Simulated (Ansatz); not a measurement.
# MnO (Fm-3m): which electronic and magnetic state is lowest

One table from this session's results is given with a row withheld; the runs are named, their logs left out.

Program: Ansatz 0.2.0. Level of theory: DFT LDA, scalar-relativistic, plane waves, PAW. These are calculated values, not measurements.

### Starting point

The structure is cubic, space group Fm-3m (No. 225). Conventional cell: a = 4.444 Å, b = 4.444 Å, c = 4.444 Å, α = 90.00°, β = 90.00°, γ = 90.00°. Around Mn (site symmetry m-3m) lie 6 O at 2.22 Å. O (site symmetry m-3m) is surrounded by 6 Mn at 2.22 Å.

Structure file:

```cif
data_structure
_symmetry_space_group_name_H-M 'P 1'
_symmetry_Int_Tables_number 1
_cell_length_a 3.1424
_cell_length_b 3.1424
_cell_length_c 3.1424
_cell_angle_alpha 60.000
_cell_angle_beta 60.000
_cell_angle_gamma 60.000
_cell_volume 21.94
loop_
_atom_site_label
_atom_site_type_symbol
_atom_site_fract_x
_atom_site_fract_y
_atom_site_fract_z
_atom_site_occupancy
Mn1 Mn 0.00000 0.00000 0.00000 1
O1 O 0.50000 0.50000 0.50000 1
```

The cell is the deposited one, not relaxed. At LDA, an earlier run found -16.17 GPa for this cell of 10.971 Å³/atom (14×14×14 mesh), a metal on this mesh, moments in the atoms' spheres Mn 3.91; O 0.22 μB. The cell is stretched at this level.

Set-up of the first run:

File input.yaml:

```yaml
crystal:
  lattice:
    - [0.0, 2.2220003343, 2.2220003343]
    - [2.2220003343, 0.0, 2.2220003343]
    - [2.2220003343, 2.2220003343, 0.0]
  atoms:
    - { symbol: Mn, position: [0.0, 0.0, 0.0] }
    - { symbol: O, position: [0.5, 0.5, 0.5] }
basis:
  ecutwfc: 420
  ecutrho_ratio: 4
kpoints:
  mp_grid: { grid: [14, 14, 14] }
hamiltonian:
  xc: lda
scf:
  occupations: { method: gaussian, width: 0.05 }
output:
  forces: true
  stress: true
  eigenvalues: true
```

Started as:

```console
ansatz run input.yaml --threads 4 --pin off --max-ram 9216MiB --backend cpu --events-out ev --progress --plain --runs-dir out
```

Among the steps run: No spin polarisation; Antiferromagnetic, doubled cell, propagation vector (0, 0, 1/2); Antiferromagnetic, doubled cell, propagation vector (0, 1/2, 1/2); Small parallel starting moments.

One table of the session follows, with a row left open; its other results are not shown here.

It belongs to the step «The magnetic starts side by side». 

```
                                                            start  from the base state (meV/atom)  pressure (GPa)
                                                    ferromagnetic                             0.0          -16.17
                                             no spin polarisation                           940.3          -47.27
  antiferromagnetic, doubled cell, propagation vector (0, 0, 1/2)                           -57.7          -14.07
antiferromagnetic, doubled cell, propagation vector (0, 1/2, 1/2)                               ?               ?
                                  small parallel starting moments                             0.0          -16.17
```

**Question.** Estimate the row for antiferromagnetic, doubled cell, propagation vector (0, 1/2, 1/2).

The run gave: from the base state (meV/atom): -21.7; pressure (GPa): -15.03. In the column «from the base state (meV/atom)» it lies between antiferromagnetic, doubled cell, propagation vector (0, 0, 1/2) (-57.7) and ferromagnetic (0.0).

Propagation vectors are in units of the typed cell's reciprocal vectors.

To keep in mind: Only a few orders and starts were tried, so a lower state isn't excluded.
